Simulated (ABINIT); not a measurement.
# ZrSe2 (P-3m1) in ABINIT: a series of runs

The runs below take ZrSe2 through band structure, with WC, revPBE, HCTH407.

Program: ABINIT 10.8.3 (patched build). These are calculated values, not measurements. Logs are shortened: lines on timing, memory, paths and dates and some standing lists are left out, and cuts for length are marked. The log counts tension as positive stress, the text compression.

**Measured values to compare with.**

From “Stress-Tuned Optical Transitions in Layered 1T-MX2 (M= Hf, Zr, Sn; X= S, Se) Crystals”, 2022, arxiv:2210.12074, for a bulk crystal of ZrSe2: band gap 1.2 eV (indirect).

How close the calculation comes is told below.

**1. The crystal as given**

It takes space group P-3m1 (No. 164, trigonal). The conventional cell has a = 3.798 Å, b = 3.798 Å, c = 6.192 Å, α = 90.00°, β = 90.00°, γ = 120.00°. Around Zr (site symmetry -3m) lie 6 Se at 2.68 Å. Se (site symmetry 3m) is surrounded by 3 Zr at 2.68 Å.

**2. Band structure, WC**

Input file run.abi:

```
# Datasets: ground state, then fixed potential
ndtset 2

# Pseudopotentials
pp_dirpath "./"
pseudos "Zr.GGA_PBE-JTH.xml, Se.GGA_PBE-JTH.xml"

# Structure
acell 7.1771798213 7.1771798214 11.7011841637
rprim
     1.0000000000     0.0000000000     0.0000000000
    -0.5000000000     0.8660254038     0.0000000000
     0.0000000000     0.0000000000     1.0000000000
ntypat 2
znucl 40 34
natom 3
typat 1 2 2
xred
     0.0000000000     0.0000000000     0.0000000000
     0.6666666667     0.3333333333     0.7500000000
     0.3333333333     0.6666666667     0.2500000000

# Plane-wave basis
ecut 17.0
pawecutdg 34.0

# Exchange and correlation
ixc 23

# Bands and occupations
occopt 3
tsmear 0.00183747

# SCF cycle
nstep 100

# Output
iomode 3
prtwf 0
prteig 0
prtebands 0
enunit 1
prtden1 1

# Dataset 1
kptopt1 1
ngkpt1 8 8 5
nshiftk1 1
shiftk1 0.0 0.0 0.0
nband1 16
tolvrs1 1.0e-9

# Dataset 2: bands along G-M-K-G-A-L-H-A
iscf2 -2
getden2 1
nband2 20
nbdbuf2 2
tolwfr2 1.0e-12
kptopt2 -7
ndivsm2 6
prteig2 1
kptbounds2
     0.0000000000     0.0000000000     0.0000000000
     0.5000000000     0.0000000000     0.0000000000
     0.3333333333     0.3333333333     0.0000000000
     0.0000000000     0.0000000000     0.0000000000
     0.0000000000     0.0000000000     0.5000000000
     0.5000000000     0.0000000000     0.5000000000
     0.3333333333     0.3333333333     0.5000000000
     0.0000000000     0.0000000000     0.5000000000
```

Potentials or basis: JTH PAW PBE v2.0.

Run with:

```sh
$ abinit run.abi > log 2>&1
```

run.abo:

```text
.Version 10.8.3 of ABINIT
 DATASET    1 : space group P-3 m 1 (#164); Bravais hP (primitive hexag.)
================================================================================
 Values of the parameters that define the memory need for DATASET  1.
     intxc =       0    ionmov =       0      iscf =      17    lmnmax =      18
     lnmax =       6     mgfft =      45  mpssoang =       3    mqgrid =    3072
     natom =       3  nloc_mem =       2    nspden =       1   nspinor =       1
    nsppol =       1      nsym =      12    n1xccc =       1    ntypat =       2
    occopt =       3   xclevel =       2
       mpw =        1768          nfft =       40500          nkpt =          40
 PAW method is used; the additional fine FFT grid is defined by:
   mgfftf=        64    nfftf =    102400
================================================================================
================================================================================

 DATASET    2 : space group P-3 m 1 (#164); Bravais hP (primitive hexag.)
================================================================================
 Values of the parameters that define the memory need for DATASET  2.
     intxc =       0    ionmov =       0      iscf =      -2    lmnmax =      18
     lnmax =       6     mgfft =      45  mpssoang =       3    mqgrid =    3072
     natom =       3  nloc_mem =       2    nspden =       1   nspinor =       1
    nsppol =       1      nsym =      12    n1xccc =       1    ntypat =       2
    occopt =       3   xclevel =       2
       mpw =        1774          nfft =       40500          nkpt =          69
 PAW method is used; the additional fine FFT grid is defined by:
   mgfftf=        64    nfftf =    102400
================================================================================
================================================================================

--------------------------------------------------------------------------------
------------- Echo of variables that govern the present computation ------------
--------------------------------------------------------------------------------
 -outvars: echo values of preprocessed input variables --------
            acell      7.1771798213E+00  7.1771798214E+00  1.1701184164E+01 Bohr
              amu      9.12240000E+01  7.89600000E+01
             ecut      1.70000000E+01 Hartree
           enunit           1
           getden1          0
           getden2          1
             iscf1         17
             iscf2         -2
                       outvar_i_n : Printing only first  50 k-points.
              ixc          23
           jdtset        1    2
[... 881 lines left out ...]
    1        2.22030          8.92902259
    2        2.21132          4.00318387
    3        2.21132          4.00318387

================================================================================

 ----iterations are completed or convergence reached----

 Mean square residual over all n,k,spin=   51.994E-14; max=  99.863E-14
 reduced coordinates (array xred) for    3 atoms
       0.000000000000      0.000000000000      0.000000000000
       0.666666666667      0.333333333333      0.750000000000
       0.333333333333      0.666666666667      0.250000000000

 cartesian coordinates (angstrom) at end:
    1      0.00000000000000     0.00000000000000     0.00000000000000
    2      1.89899999869529     1.09638816047789     4.64399999685630
    3     -0.00000000001764     2.19277632095579     1.54799999895210
 length scales=  7.177179821300  7.177179821400 11.701184163700 bohr
              =  3.797999997408  3.797999997461  6.191999995808 angstroms
 Eigenvalues (   eV  ) for nkpt=  69  k points:
 kpt#   1, nband= 20, wtk=  1.00000, kpt=  0.0000  0.0000  0.0000 (reduced coord)
 -46.43589  -24.49213  -24.38263  -24.38263  -10.25258   -8.99238   -1.72548    0.26344
   0.26344    2.94148    2.94148    2.98847    4.01617    4.01617    4.53561    7.32488
   7.32488    7.55826    7.93193   11.91083
 kpt#   2, nband= 20, wtk=  1.00000, kpt=  0.0455  0.0000  0.0000 (reduced coord)
 -46.43564  -24.49126  -24.38647  -24.38345  -10.23353   -8.99445   -1.69680    0.23071
   0.27504    2.72549    2.84376    2.99367    4.06947    4.11748    4.57067    7.15628
   7.31500    7.68810    8.19661   11.86881
 kpt#   3, nband= 20, wtk=  1.00000, kpt=  0.0909  0.0000  0.0000 (reduced coord)
 -46.43494  -24.48871  -24.39763  -24.38586  -10.17739   -9.00049   -1.61184    0.14363
   0.30820    2.23984    2.62650    2.98771    4.10232    4.34292    4.67872    6.94442
   7.29526    8.04350    8.69660   11.72142
 kpt#   4, nband= 20, wtk=  1.00000, kpt=  0.1364  0.0000  0.0000 (reduced coord)
 -46.43382  -24.48472  -24.41512  -24.38962  -10.08733   -9.00996   -1.47405    0.02785
   0.35789    1.65781    2.38099    2.92256    4.05890    4.59454    4.82878    6.85203
   7.28961    8.53713    9.26022   11.59226
 kpt#   5, nband= 20, wtk=  1.00000, kpt=  0.1818  0.0000  0.0000 (reduced coord)
[... 245 lines left out ...]
   0.37535    1.61882    1.73571    2.19112    4.26310    4.36366    5.44303    6.80666
   7.45243    9.51150   10.07092   11.50689
 kpt#  67, nband= 20, wtk=  1.00000, kpt=  0.0513  0.0513  0.5000 (reduced coord)
 -46.43498  -24.48915  -24.39685  -24.38579   -9.91780   -9.36232   -0.53016   -0.10412
   0.34581    1.34099    2.18403    2.47485    4.18543    4.19272    5.19078    7.14213
   7.60522    9.02702    9.83112   11.58129
 kpt#  68, nband= 20, wtk=  1.00000, kpt=  0.0256  0.0256  0.5000 (reduced coord)
 -46.43565  -24.49159  -24.38628  -24.38341   -9.96890   -9.36825   -0.58631    0.15841
   0.31961    1.05539    2.58916    2.69030    4.04740    4.06716    4.98471    7.51099
   7.69921    8.60965    9.66981   11.54940
 kpt#  69, nband= 20, wtk=  1.00000, kpt=  0.0000  0.0000  0.5000 (reduced coord)
 -46.43589  -24.49241  -24.38261  -24.38261   -9.98629   -9.37024   -0.60598    0.30963
   0.30963    0.89508    2.77525    2.77525    3.98690    3.98690    4.90690    7.73016
   7.73016    8.38329    9.61445   11.53919

== END DATASET(S) ==============================================================
================================================================================

 -outvars: echo values of variables after computation  --------
            acell      7.1771798213E+00  7.1771798214E+00  1.1701184164E+01 Bohr
           etotal1    -6.6875300804E+01
            fcart1     1.0004468943E-28 -6.3536911206E-28 -0.0000000000E+00
                      -5.0022344713E-28  4.0432579858E-28 -2.2331483062E-03
                       4.0017875770E-28  2.3104331348E-28  2.2331483062E-03
            rprim      1.0000000000E+00  0.0000000000E+00  0.0000000000E+00
                      -5.0000000000E-01  8.6602540380E-01  0.0000000000E+00
                       0.0000000000E+00  0.0000000000E+00  1.0000000000E+00
           strten1     5.6814639796E-05  5.6814639354E-05 -1.0879695862E-05
                       0.0000000000E+00  0.0000000000E+00  5.5716047719E-14
           xangst      0.0000000000E+00  0.0000000000E+00  0.0000000000E+00
                       1.8989999987E+00  1.0963881605E+00  4.6439999969E+00
                      -1.7639203761E-11  2.1927763210E+00  1.5479999990E+00
             xred      0.0000000000E+00  0.0000000000E+00  0.0000000000E+00
                       6.6666666667E-01  3.3333333333E-01  7.5000000000E-01
                       3.3333333333E-01  6.6666666667E-01  2.5000000000E-01
 Calculation completed.
```

It took 66 s on 1 thread of Arm Neoverse V2, shared host; peak memory 0.14 GiB.

Results:

```yaml
Free_energy: -1819.7696 eV
Pressure: -1.0 GPa
Largest_force: 0.115 eV/Å
Band_gap_on_the_k_mesh: 0.37 eV, indirect (least direct gap 1.03 eV)
Band_gap_along_the_path: 0.32 eV, indirect (least direct gap 1.03 eV)
Valence_electrons_inside_the_program's_atomic_spheres: Zr 8.93; Se 4.00
```

Forces on the atoms (eV/Å):
```
Zr   0.000  0.000  0.000
Se   0.000  0.000 -0.115
Se   0.000  0.000  0.115
```

Stress tensor (GPa, compression positive):
```
-1.67  0.00  0.00
 0.00 -1.67  0.00
 0.00  0.00  0.32
```

Levels at the corners of the path, in eV from the valence-band top:
| point | band 9 | band 10 | band 11 | band 12 | band 13 | band 14 | band 15 | band 16 |
| --- | --- | --- | --- | --- | --- | --- | --- | --- |
| Γ | -2.73 | -0.05 | -0.05 | -0.01 | 1.02 | 1.02 | 1.54 | 4.33 |
| M | -2.70 | -2.51 | -2.16 | -1.37 | 0.52 | 2.50 | 2.84 | 4.82 |
| K | -3.58 | -2.33 | -2.33 | -1.76 | 1.66 | 2.59 | 2.59 | 4.06 |
| Γ | -2.73 | -0.05 | -0.05 | -0.01 | 1.02 | 1.02 | 1.54 | 4.33 |
| A | -2.68 | -2.10 | -0.22 | -0.22 | 0.99 | 0.99 | 1.91 | 4.74 |
| L | -2.68 | -2.54 | -1.06 | -0.99 | 0.32 | 2.50 | 2.82 | 4.49 |
| H | -3.39 | -2.39 | -2.01 | -2.01 | 1.73 | 2.18 | 2.18 | 4.88 |
| A | -2.68 | -2.10 | -0.22 | -0.22 | 0.99 | 0.99 | 1.91 | 4.74 |

Caveat: the PAW data sets were made with another functional, which shifts forces and pressure a little; this functional lacks dispersion, which binds the layers, so the pressure and a relaxed spacing across them are unreliable.

**3. Band structure, revPBE**

Edit run.abi of step 2 so:

```diff
@@ -23,3 +23,3 @@
 # Plane-wave basis
-ecut 17.0
+ecut 462.593566 eV
 pawecutdg 34.0
@@ -27,3 +27,3 @@
 # Exchange and correlation
-ixc 23
+ixc 14
 
@@ -31,3 +31,3 @@
 occopt 3
-tsmear 0.00183747
+tsmear 0.05 eV
 
@@ -41,4 +41,6 @@
 prtebands 0
-enunit 1
 prtden1 1
+prtvha1 1
+prtvclmb1 1
+prtpot1 1
 
@@ -59,3 +61,3 @@
 kptopt2 -7
-ndivsm2 6
+ndivsm2 5
 prteig2 1
```

Potentials or basis: JTH PAW PBE v2.0.

Run with:

```sh
$ abinit run.abi > log 2>&1
```

It took 62 s on 1 thread of Arm Neoverse V2, shared host; peak memory 0.15 GiB.

It converged, with:

```
Free energy                                           : -1814.2788 eV
Pressure                                              : 3.4 GPa
Largest force                                         : 0.321 eV/Å
Band gap on the k mesh                                : 0.45 eV, indirect (least direct gap 1.09 eV)
Band gap along the path                               : 0.41 eV, indirect (least direct gap 1.09 eV)
Valence electrons inside the program's atomic spheres : Zr 8.93; Se 4.02
```

Forces on the atoms (eV/Å):
```
Zr   0.000  0.000  0.000
Se   0.000  0.000 -0.321
Se   0.000  0.000  0.321
```

Stress tensor (GPa, compression positive):
```
2.77 0.00 0.00
0.00 2.77 0.00
0.00 0.00 4.61
```

Levels at the corners of the path, in eV from the valence-band top:
```csv
point,band 9,band 10,band 11,band 12,band 13,band 14,band 15,band 16
Γ,-2.72,-0.06,-0.06,-0.01,1.09,1.09,1.62,4.34
M,-2.66,-2.50,-2.12,-1.36,0.60,2.56,2.90,4.91
K,-3.53,-2.31,-2.31,-1.74,1.74,2.64,2.64,4.11
Γ,-2.72,-0.06,-0.06,-0.01,1.09,1.09,1.62,4.34
A,-2.68,-2.01,-0.22,-0.22,1.06,1.06,2.00,4.73
L,-2.67,-2.51,-1.05,-0.99,0.41,2.55,2.89,4.50
H,-3.34,-2.34,-2.00,-2.00,1.80,2.25,2.25,4.89
A,-2.68,-2.01,-0.22,-0.22,1.06,1.06,2.00,4.73
```

Caveat: the PAW data sets were made with another functional, which shifts forces and pressure a little; this functional lacks dispersion, which binds the layers, so the pressure and a relaxed spacing across them are unreliable.

**4. Band structure, HCTH407**

Edit run.abi of step 3 so:

```diff
@@ -23,3 +23,3 @@
 # Plane-wave basis
-ecut 462.593566 eV
+ecut 17.0
 pawecutdg 34.0
@@ -27,3 +27,3 @@
 # Exchange and correlation
-ixc 14
+ixc 27
 
@@ -41,2 +41,3 @@
 prtebands 0
+enunit 1
 prtden1 1
@@ -61,3 +62,3 @@
 kptopt2 -7
-ndivsm2 5
+ndivsm2 8
 prteig2 1
```

Run with:

```sh
$ abinit run.abi > log 2>&1
```

It took 87 s on 1 thread of Arm Neoverse V2, shared host; peak memory 0.15 GiB.

It converged, with:

| Quantity | Value |
| --- | --- |
| Free energy | -1824.3188 eV |
| Pressure | 3.1 GPa |
| Largest force | 0.108 eV/Å |
| Band gap on the k mesh | 0.55 eV, indirect (least direct gap 1.12 eV) |
| Band gap along the path | 0.52 eV, indirect (least direct gap 1.12 eV) |
| Valence electrons inside the program's atomic spheres | Zr 8.97; Se 4.08 |

Forces on the atoms (eV/Å):
```
Zr   0.000  0.000  0.000
Se   0.000  0.000  0.108
Se   0.000  0.000 -0.108
```

Stress tensor (GPa, compression positive):
```
2.65 0.00 0.00
0.00 2.65 0.00
0.00 0.00 4.07
```

Levels at the corners of the path, in eV from the valence-band top:
| point | band 10 | band 11 | band 12 | band 13 | band 14 | band 15 |
| --- | --- | --- | --- | --- | --- | --- |
| Γ | -0.07 | -0.07 | 0.00 | 1.12 | 1.12 | 1.67 |
| M | -2.48 | -2.01 | -1.31 | 0.69 | 2.50 | 2.85 |
| K | -2.23 | -2.23 | -1.67 | 1.78 | 2.60 | 2.60 |
| Γ | -0.07 | -0.07 | 0.00 | 1.12 | 1.12 | 1.67 |
| A | -1.87 | -0.22 | -0.22 | 1.09 | 1.09 | 2.03 |
| L | -2.46 | -1.02 | -0.95 | 0.52 | 2.50 | 2.84 |
| H | -2.22 | -1.99 | -1.99 | 1.83 | 2.27 | 2.27 |
| A | -1.87 | -0.22 | -0.22 | 1.09 | 1.09 | 2.03 |

Caveat: the PAW data sets were made with another functional, which shifts forces and pressure a little.

**5. The runs side by side**

| level | gap on the mesh (eV) | pressure (GPa) | largest force (eV/Å) |
| --- | --- | --- | --- |
| WC | 0.37 | -1.0 | 0.11 |
| revPBE | 0.45 | 3.4 | 0.32 |
| HCTH407 | 0.55 | 3.1 | 0.11 |

Alike in all rows: task band structure; potentials or basis JTH PAW PBE v2.0; no spin polarisation; cell as given; k mesh 8 × 8 × 5; cutoff (eV) 463; smearing fermi-dirac 0.05 eV.

On the cell as given the gap runs from 0.32 eV (WC) to 0.52 eV (HCTH407). The pressure there spans -1.0 GPa (WC) to 3.4 GPa (revPBE); a positive pressure means that this level wants a larger cell, a negative one a smaller.

Caveats: the PAW data sets were made with another functional, which shifts forces and pressure a little; this functional lacks dispersion, which binds the layers, so the pressure and a relaxed spacing across them are unreliable (some runs).

Total energies depend on the potentials used, so only differences within one code and one set of settings carry meaning.

**6. Against experiment**

Step 2. Against the measured gap of ZrSe2, 1.2 eV (indirect; quoted in “Stress-Tuned Optical Transitions in Layered 1T-MX2 (M= Hf, Zr, Sn; X= S, Se) Crystals”, 2022, arxiv:2210.12074), the calculated 0.32 eV is off by -0.88 eV. Spin-orbit coupling on Se, Zr is left out. The value is that of WC, without temperature or zero-point motion. Semilocal functionals fall short of measured gaps as a rule.

Step 3. Against the measured gap of ZrSe2, 1.2 eV (indirect; quoted in “Stress-Tuned Optical Transitions in Layered 1T-MX2 (M= Hf, Zr, Sn; X= S, Se) Crystals”, 2022, arxiv:2210.12074), the calculated 0.41 eV is off by -0.79 eV. Spin-orbit coupling on Se, Zr is left out. The value is that of revPBE, without temperature or zero-point motion. Semilocal functionals fall short of measured gaps as a rule.

Step 4. Against the measured gap of ZrSe2, 1.2 eV (indirect; quoted in “Stress-Tuned Optical Transitions in Layered 1T-MX2 (M= Hf, Zr, Sn; X= S, Se) Crystals”, 2022, arxiv:2210.12074), the calculated 0.52 eV is off by -0.68 eV. Spin-orbit coupling on Se, Zr is left out. The value is that of HCTH407, without temperature or zero-point motion.
